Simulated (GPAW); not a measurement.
# TiC (Fm-3m) in GPAW: convergence with k mesh

Aim: find how far k mesh must go before the results for TiC settle, at RPBE. This setting moves, with any that are tied to it; all else stays.

Everything below comes from runs of GPAW 26.7.0. Logs are shortened: lines on timing, memory, paths and dates and some standing lists are left out, and cuts for length are marked. The log counts tension as positive stress, the text compression.

## Step 1: Starting point

It takes space group Fm-3m (No. 225, cubic). The conventional cell has a = 4.331 Å, b = 4.331 Å, c = 4.331 Å, α = 90.00°, β = 90.00°, γ = 90.00°. Ti (site symmetry m-3m) has 6 C at 2.17 Å as nearest neighbours. C (site symmetry m-3m) is surrounded by 6 Ti at 2.17 Å.

The cell is a database's computed one.

## Step 2: With k mesh 3 × 3 × 3

The input, run.py:

```python
from ase import Atoms
from ase.dft.bandgap import bandgap
from ase.io import write
from ase.units import GPa
from gpaw import GPAW, PW

atoms = Atoms(['Ti', 'C'],
              cell=[[0.0, 2.1657188437, 2.1657188437],
                    [2.1657188437, 0.0, 2.1657188437],
                    [2.1657188437, 2.1657188437, 0.0]],
              scaled_positions=[[0.0, 0.0, 0.0],
                                [0.5, 0.5, 0.5]],
              pbc=True)

calc = GPAW(mode=PW(800),
            xc='RPBE',
            kpts={'size': (3, 3, 3), 'gamma': True},
            occupations={'name': 'fermi-dirac', 'width': 0.05},
            nbands=18,
            convergence={'density': 1e-05, 'energy': 1e-05},
            maxiter=100,
            txt='gpaw.txt')
atoms.calc = calc
energy = atoms.get_potential_energy()
forces = atoms.get_forces()
stress = atoms.get_stress()
calc.write('gs.gpw')
write('result.traj', atoms)
print(f'Energy: {energy:.6f} eV')
print('Forces (eV/A):')
print(forces.round(4))
print('Stress (GPa):', (stress / GPa).round(3))
print('Fermi level:', round(calc.get_fermi_level(), 4), 'eV')
print(f'Gap: {bandgap(calc)[0]:.4f} eV, direct: {bandgap(calc, direct=True)[0]:.4f} eV')
```

Potentials or basis: the program's PAW data sets (release 1.2.1) made for this functional, pw.

Run with:

```console
OMP_NUM_THREADS=1 python run.py
```

gpaw.txt:

```text
__  _  _
 | _ |_)|_||  |
 |__||  | ||/\| - 26.7.0

Input parameters:
  mode=PW(ecut=800.0),
  convergence={'density': 1e-05, 'energy': 1e-05},
  kpts=MonkhorstPack(size=(3, 3, 3), gamma=True),
  maxiter=100,
  nbands=18,
  occupations=Occupations(name='fermi-dirac', width=0.05),
  xc=XC(name='RPBE')

Diagonalizing LCAO Hamiltonian
Converting LCAO to pw mode

              C

       Ti

Atoms  # Å, Bohr magnetons
|   | symbol |        x |        y |        z |    initial magnetic moments |
|---|--------|----------|----------|----------|-----------------------------|
| 0 |     Ti | 0.000000 | 0.000000 | 0.000000 | ( 0.0000,  0.0000,  0.0000) |
| 1 |      C | 2.165719 | 2.165719 | 2.165719 | ( 0.0000,  0.0000,  0.0000) |

Unit cell  # Å
| periodic |        x |        y |        z |  lengths |    angles |
|----------|----------|----------|----------|----------|-----------|
|      yes | 0.000000 | 2.165719 | 2.165719 | 3.062789 | 60.000000 |
|      yes | 2.165719 | 0.000000 | 2.165719 | 3.062789 | 60.000000 |
|      yes | 2.165719 | 2.165719 | 0.000000 | 3.062789 | 60.000000 |

Number of symmetries: 48
Symmetry operations  # r_c * U_cc + t_c -> r_c
|    | kind |            matrix            |
|----|------|------------------------------|
|  0 |  σ   |  1, 0, 0,  1, 0,-1,  1,-1, 0 |
|  1 |  C2  |  1, 0, 0,  1,-1, 0,  1, 0,-1 |
|  2 |  E   |  1, 0, 0,  0, 1, 0,  0, 0, 1 |
|  3 |  σ   |  1, 0, 0,  0, 0, 1,  0, 1, 0 |
|  4 |  C4  |  1, 0,-1,  1, 0, 0,  1,-1, 0 |
|  5 |  S6  |  1, 0,-1,  1,-1, 0,  1, 0, 0 |
|  6 |  σ   |  1, 0,-1,  0, 1,-1,  0, 0,-1 |
|  7 |  C3  |  1, 0,-1,  0, 0,-1,  0, 1,-1 |
|  8 |  S6  |  1,-1, 0,  1, 0, 0,  1, 0,-1 |
|  9 |  C4  |  1,-1, 0,  1, 0,-1,  1, 0, 0 |
| 10 |  C3  |  1,-1, 0,  0,-1, 1,  0,-1, 0 |
| 11 |  σ   |  1,-1, 0,  0,-1, 0,  0,-1, 1 |
| 12 |  σ   |  0, 1, 0,  1, 0, 0,  0, 0, 1 |
| 13 |  C4  |  0, 1, 0,  0, 1,-1, -1, 1, 0 |
| 14 |  C3  |  0, 1, 0,  0, 0, 1,  1, 0, 0 |
| 15 |  S6  |  0, 1, 0, -1, 1, 0,  0, 1,-1 |
| 16 |  C2  |  0, 1,-1,  1, 0,-1,  0, 0,-1 |
| 17 |  σ   |  0, 1,-1,  0, 1, 0, -1, 1, 0 |
| 18 |  S4  |  0, 1,-1,  0, 0,-1,  1, 0,-1 |
| 19 |  C4  |  0, 1,-1, -1, 1, 0,  0, 1, 0 |
| 20 |  C3  |  0, 0, 1,  1, 0, 0,  0, 1, 0 |
| 21 |  σ   |  0, 0, 1,  0, 1, 0,  1, 0, 0 |
| 22 |  S6  |  0, 0, 1,  0,-1, 1, -1, 0, 1 |
| 23 |  C4  |  0, 0, 1, -1, 0, 1,  0,-1, 1 |
| 24 |  S4  |  0, 0,-1,  1, 0,-1,  0, 1,-1 |
| 25 |  C3  |  0, 0,-1,  0, 1,-1,  1, 0,-1 |
| 26 |  C2  |  0, 0,-1,  0,-1, 0, -1, 0, 0 |
| 27 |  S6  |  0, 0,-1, -1, 0, 0,  0,-1, 0 |
| 28 |  S4  |  0,-1, 1,  1,-1, 0,  0,-1, 0 |
| 29 |  C4  |  0,-1, 1,  0, 0, 1, -1, 0, 1 |
| 30 |  C2  |  0,-1, 1,  0,-1, 0,  1,-1, 0 |
| 31 |  σ   |  0,-1, 1, -1, 0, 1,  0, 0, 1 |
| 32 |  C3  |  0,-1, 0,  1,-1, 0,  0,-1, 1 |
| 33 |  S6  |  0,-1, 0,  0, 0,-1, -1, 0, 0 |
| 34 |  S4  |  0,-1, 0,  0,-1, 1,  1,-1, 0 |
| 35 |  C2  |  0,-1, 0, -1, 0, 0,  0, 0,-1 |
| 36 |  C2  | -1, 1, 0,  0, 1, 0,  0, 1,-1 |
| 37 |  S6  | -1, 1, 0,  0, 1,-1,  0, 1, 0 |
| 38 |  S4  | -1, 1, 0, -1, 0, 1, -1, 0, 0 |
| 39 |  C3  | -1, 1, 0, -1, 0, 0, -1, 0, 1 |
| 40 |  S6  | -1, 0, 1,  0, 0, 1,  0,-1, 1 |
| 41 |  C2  | -1, 0, 1,  0,-1, 1,  0, 0, 1 |
| 42 |  C3  | -1, 0, 1, -1, 1, 0, -1, 0, 0 |
| 43 |  S4  | -1, 0, 1, -1, 0, 0, -1, 1, 0 |
| 44 |  C2  | -1, 0, 0,  0, 0,-1,  0,-1, 0 |
| 45 |  i   | -1, 0, 0,  0,-1, 0,  0, 0,-1 |
| 46 |  σ   | -1, 0, 0, -1, 1, 0, -1, 0, 1 |
| 47 |  C2  | -1, 0, 0, -1, 0, 1, -1, 1, 0 |

BZ-sampling:
  Number of BZ points: 27
  Number of IBZ points: 4

  Monkhorst-Pack size: [3, 3, 3]
  Monkhorst-Pack shift: [0, 0, 0]

K-points  # in reciprocal-cell coordinates
|   |                                coordinates |     weight |
|---|--------------------------------------------|------------|
| 0 | (  0.00000000,   0.00000000,   0.00000000) | 0.03703704 |
| 1 | (  0.33333333,   0.33333333,  -0.33333333) | 0.44444444 |
| 2 | (  0.33333333,   0.33333333,   0.00000000) | 0.22222222 |
| 3 | (  0.33333333,   0.33333333,   0.33333333) | 0.29629630 |

Plane wave coefficients: 1044
Cutoff: 800.0 eV

Spin-components: 1 (collinear spins)
Bands:           18
Projectors:      11
Spin-degeneracy: 2
Datatype:        complex128

Parallelization:
  kpt:    1
  domain: 1
  band:   1

Density:
  Valence electrons: 16.0
  Components: 1
  Grid points: [20 20 20]
  Charge: 0.0  # |e|

Potential:
  Grid points: [20 20 20]

species:
  Ti:
    name:    Titanium
    Z:       22.0
    valence: 12
    core:    10
    charge:  0.0  # [|e|]
    compensation charges:
      type: gauss
      rc: 0.38  # [Å]
      lmax: 2
    cutoffs:
      filter: 2.23  # [Å]
      core: 1.02  # [Å]
    projectors
    | kind |    occ | energy [eV] | rcut [Å] |
    |------|--------|-------------|----------|
    |   3s |  2.000 |     -62.726 |    1.270 |
    |   4s |  2.000 |      -4.420 |    1.270 |
    |   3p |  6.000 |     -38.898 |    1.058 |
    |   4p |  0.000 |      -1.472 |    1.058 |
    |   3d |  2.000 |      -4.207 |    1.058 |
    |    d |        |      23.004 |    1.058 |

    Using partial waves for Ti as LCAO basis

  C:
    name:    Carbon
    Z:       6.0
    valence: 4
    core:    2
    charge:  0.0  # [|e|]
    compensation charges:
      type: gauss
      rc: 0.20  # [Å]
      lmax: 2
    cutoffs:
      filter: 1.14  # [Å]
      core: 1.14  # [Å]
    projectors
    | kind |    occ | energy [eV] | rcut [Å] |
    |------|--------|-------------|----------|
    |   2s |  2.000 |     -13.815 |    0.635 |
    |   2p |  2.000 |      -5.254 |    0.635 |
    |    s |        |      13.396 |    0.635 |
    |    p |        |      21.957 |    0.635 |
    |    d |        |       0.000 |    0.635 |

    Using partial waves for C as LCAO basis

Reference energy: -24258.137891  # eV

eigensolver:
  PPCG
  Converge bands: occupied
  niter=2

density mixing:
  MSR1-Mixer
  Pratt-step length: 0.05
  Maximum mixing coefficient: 0.75
  Old densities: 10
  SVD Regularization: 0.005
  Good broyden scale: 1.0
  Trust region scale: 1.0
  Backstep threshold: 4.0
  History deletion threshold: 6.0
  Fourier metric: weight=20.0, sigma=0.015

occupation numbers:
  Fermi-Dirac:
    width: 0.0500  # eV

poisson solver:
  ecut: 6400.0  # eV

xc functional:
  name: RPBE with 2 nearest neighbor stencil

convergence criteria:
- Maximum integral of absolute [dens]ity change: 1e-05 electrons / valence electron
- Maximum [total energy] change in last 3 cyles: 1e-05 eV / valence electron
- Maximum integral of absolute [eigenst]ate change: 4e-08 eV^2 / valence electron
maximum number of iterations: 100

SCF iterations
|iter     | |      energy | eigst |  dens |
|---------|-|-------------|-------|-------|
|iter:   1| |  -18.627349 | -0.33 |       |
|iter:   2| |  -17.826628 | -2.48 | -0.81 |
|iter:   3| |  -16.516415 | -1.19 | -0.88 |
|iter:   4| |  -16.420161 | -2.41 | -1.51 |
|iter:   5| |  -16.430106 | -3.42 | -1.89 |
|iter:   6| |  -16.431280 | -4.06 | -2.37 |
|iter:   7| |  -16.431251 | -5.29 | -3.15 |
|iter:   8| |  -16.431251c| -6.18 | -3.67 |
|iter:   9| |  -16.431251c| -8.05c| -4.52 |
|iter:  10| |  -16.431251c| -8.02c| -5.23c|

Converged in 10 steps
Energy contributions relative to reference atoms: (reference = -24258.137891)

Energy contributions:
  Kinetic:          17.133731
  Coulomb:         -18.159847
  Zero:              0.123931
  External:          0.000000
  Xc:              -15.516570
  Entropy:          -0.024993
  Spinorbit:         0.000000
  ----------------------------
  Free energy:     -16.443747
  Extrapolated:    -16.431251

dipole moment: (-13.824352, -13.824352, -13.824352)  # |e|*Ang

Fermi level: 9.993
Eigenvalues  # (at kpt = [0.000, 0.000, 0.000])
| band index |      eig [eV] | occ [0-2] |
|------------|---------------|-----------|
|          0 |       -46.373 |     2.000 |
|          1 |       -22.348 |     2.000 |
|          2 |       -22.348 |     2.000 |
|          3 |       -22.348 |     2.000 |
|          4 |        -2.162 |     2.000 |
|          5 |        11.038 |     0.000 |
|          6 |        11.038 |     0.000 |
|          7 |        11.038 |     0.000 |
|          8 |        11.946 |     0.000 |
|          9 |        11.946 |     0.000 |
|         10 |        11.946 |     0.000 |
|         11 |        12.052 |     0.000 |
|         12 |        12.052 |     0.000 |
|        ... |               |           |
|         17 |        30.084 |     0.000 |

No gap
No difference between direct/indirect transitions

Forces  # eV/Ang
|        x |       y |        z |
|----------|---------|----------|
| -0.00000 | 0.00000 | -0.00000 |  # Ti   0
|  0.00000 | 0.00000 | -0.00000 |  # C    1

Stress tensor  # eV/Ang^3
|         x |         y |         z |
|-----------|-----------|-----------|
| -0.040872 |  0.000000 |  0.000000 |
|  0.000000 | -0.040872 |  0.000000 |
|  0.000000 |  0.000000 | -0.040872 |

# Writing to gs.gpw (mode='')
```

stdout:

```text
Energy: -16.431251 eV
Forces (eV/A):
[[-0.  0. -0.]
 [ 0.  0. -0.]]
Stress (GPa): [-6.548 -6.548 -6.548  0.     0.     0.   ]
Fermi level: 9.9932 eV
Gap: 0.0000 eV, direct: 0.0000 eV
```

Wall time 3.4 s (1 thread of Intel Xeon Platinum 8559C (Emerald Rapids), shared host); peak memory 0.14 GiB.

Results:

- Free energy: -16.4437 eV
- Pressure: 6.5 GPa
- Band gap on the k mesh: none (metal or under the smearing width)

## Step 3: With k mesh 4 × 4 × 4

Edit run.py of step 2 so:

```diff
@@ -16,3 +16,3 @@
             xc='RPBE',
-            kpts={'size': (3, 3, 3), 'gamma': True},
+            kpts={'size': (4, 4, 4), 'gamma': True},
             occupations={'name': 'fermi-dirac', 'width': 0.05},
```

Potentials or basis: the program's PAW data sets (release 1.2.1) made for this functional, pw.

Run with:

```console
OMP_NUM_THREADS=1 python run.py
```

It took 4.1 s on 1 thread of Intel Xeon Platinum 8559C (Emerald Rapids), shared host; peak memory 0.15 GiB.

Results:

- Free energy: -16.5972 eV
- Pressure: 4.7 GPa
- Band gap on the k mesh: none (metal or under the smearing width)

## Step 4: With k mesh 5 × 5 × 5

Edit run.py of step 3 so:

```diff
@@ -16,3 +16,3 @@
             xc='RPBE',
-            kpts={'size': (4, 4, 4), 'gamma': True},
+            kpts={'size': (5, 5, 5), 'gamma': True},
             occupations={'name': 'fermi-dirac', 'width': 0.05},
```

Run with:

```console
OMP_NUM_THREADS=1 python run.py
```

Run time: 4.5 s. Hardware: 1 thread of Intel Xeon Platinum 8559C (Emerald Rapids), shared host; peak memory 0.15 GiB.

Results:

```
Free energy            : -16.6164 eV
Pressure               : 5.8 GPa
Band gap on the k mesh : none (metal or under the smearing width)
```

## Step 5: With k mesh 6 × 6 × 6

Edit run.py of step 4 so:

```diff
@@ -16,3 +16,3 @@
             xc='RPBE',
-            kpts={'size': (5, 5, 5), 'gamma': True},
+            kpts={'size': (6, 6, 6), 'gamma': True},
             occupations={'name': 'fermi-dirac', 'width': 0.05},
```

Run with:

```console
OMP_NUM_THREADS=1 python run.py
```

Wall time 5.3 s (1 thread of Intel Xeon Platinum 8559C (Emerald Rapids), shared host); peak memory 0.15 GiB.

The run converged. Its results:

| Quantity | Value |
| --- | --- |
| Free energy | -16.6437 eV |
| Pressure | 5.7 GPa |
| Band gap on the k mesh | none (metal or under the smearing width) |

## Step 6: With k mesh 7 × 7 × 7

Edit run.py of step 5 so:

```diff
@@ -16,3 +16,3 @@
             xc='RPBE',
-            kpts={'size': (6, 6, 6), 'gamma': True},
+            kpts={'size': (7, 7, 7), 'gamma': True},
             occupations={'name': 'fermi-dirac', 'width': 0.05},
```

Potentials or basis: the program's PAW data sets (release 1.2.1) made for this functional, pw.

Run with:

```console
OMP_NUM_THREADS=1 python run.py
```

Run time: 5.9 s. Hardware: 1 thread of Intel Xeon Platinum 8559C (Emerald Rapids), shared host; peak memory 0.15 GiB.

Results (log left out):

| Item | Value |
| --- | --- |
| Free energy | -16.6499 eV |
| Pressure | 5.7 GPa |
| Band gap on the k mesh | none (metal or under the smearing width) |

## Step 7: With k mesh 8 × 8 × 8

Edit run.py of step 6 so:

```diff
@@ -16,3 +16,3 @@
             xc='RPBE',
-            kpts={'size': (7, 7, 7), 'gamma': True},
+            kpts={'size': (8, 8, 8), 'gamma': True},
             occupations={'name': 'fermi-dirac', 'width': 0.05},
```

Run with:

```console
OMP_NUM_THREADS=1 python run.py
```

It took 7.2 s on 1 thread of Intel Xeon Platinum 8559C (Emerald Rapids), shared host; peak memory 0.15 GiB.

Results (log left out):

```yaml
Free_energy: -16.6533 eV
Pressure: 5.6 GPa
Band_gap_on_the_k_mesh: none (metal or under the smearing width)
```

## Step 8: With k mesh 10 × 10 × 10

Edit run.py of step 7 so:

```diff
@@ -16,3 +16,3 @@
             xc='RPBE',
-            kpts={'size': (8, 8, 8), 'gamma': True},
+            kpts={'size': (10, 10, 10), 'gamma': True},
             occupations={'name': 'fermi-dirac', 'width': 0.05},
```

Run with:

```console
OMP_NUM_THREADS=1 python run.py
```

It took 10 s on 1 thread of Intel Xeon Platinum 8559C (Emerald Rapids), shared host; peak memory 0.16 GiB.

Results (log left out):

```yaml
Free_energy: -16.6544 eV
Pressure: 5.6 GPa
Band_gap_on_the_k_mesh: none (metal or under the smearing width)
```

## Step 9: With k mesh 12 × 12 × 12

Edit run.py of step 8 so:

```diff
@@ -16,3 +16,3 @@
             xc='RPBE',
-            kpts={'size': (10, 10, 10), 'gamma': True},
+            kpts={'size': (12, 12, 12), 'gamma': True},
             occupations={'name': 'fermi-dirac', 'width': 0.05},
```

Potentials or basis: the program's PAW data sets (release 1.2.1) made for this functional, pw.

Run with:

```console
OMP_NUM_THREADS=1 python run.py
```

Wall time 14 s (1 thread of Intel Xeon Platinum 8559C (Emerald Rapids), shared host); peak memory 0.17 GiB.

It converged, with:

```
Free energy            : -16.6554 eV
Pressure               : 5.6 GPa
Band gap on the k mesh : none (metal or under the smearing width)
```

## Step 10: With k mesh 14 × 14 × 14

Edit run.py of step 9 so:

```diff
@@ -16,3 +16,3 @@
             xc='RPBE',
-            kpts={'size': (12, 12, 12), 'gamma': True},
+            kpts={'size': (14, 14, 14), 'gamma': True},
             occupations={'name': 'fermi-dirac', 'width': 0.05},
```

Run with:

```console
OMP_NUM_THREADS=1 python run.py
```

Wall time 18 s (1 thread of Intel Xeon Platinum 8559C (Emerald Rapids), shared host); peak memory 0.18 GiB.

Results (log left out):

```
Free energy            : -16.6550 eV
Pressure               : 5.6 GPa
Band gap on the k mesh : none (metal or under the smearing width)
```

## Step 11: The series at a glance

```
      k mesh  energy less the tightest run, at zero smearing (meV/atom)  pressure (GPa)  SCF cycles  CPU time (s)  peak memory (GiB)
   3 × 3 × 3                                                     111.25            6.55          10           3.4               0.14
   4 × 4 × 4                                                      29.39            4.74          10           4.1               0.15
   5 × 5 × 5                                                      21.82            5.77          10           4.5               0.15
   6 × 6 × 6                                                       6.21            5.68          10           5.3               0.15
   7 × 7 × 7                                                       3.07            5.70          10           5.9               0.15
   8 × 8 × 8                                                       0.88            5.63          10           7.2               0.15
10 × 10 × 10                                                       0.25            5.62          10            10               0.16
12 × 12 × 12                                                      -0.22            5.61          10            14               0.17
14 × 14 × 14                                                       0.00            5.59           9            18               0.18
```

Against the tightest run, the energy stays within 1 meV/atom from 8 × 8 × 8 on; the pressure stays within 0.1 GPa from 8 × 8 × 8 on. Meshes of other sizes hit other points, so gaps and Fermi surfaces needn't settle smoothly. The tightest run that finished is the yardstick and may itself not be fully converged.
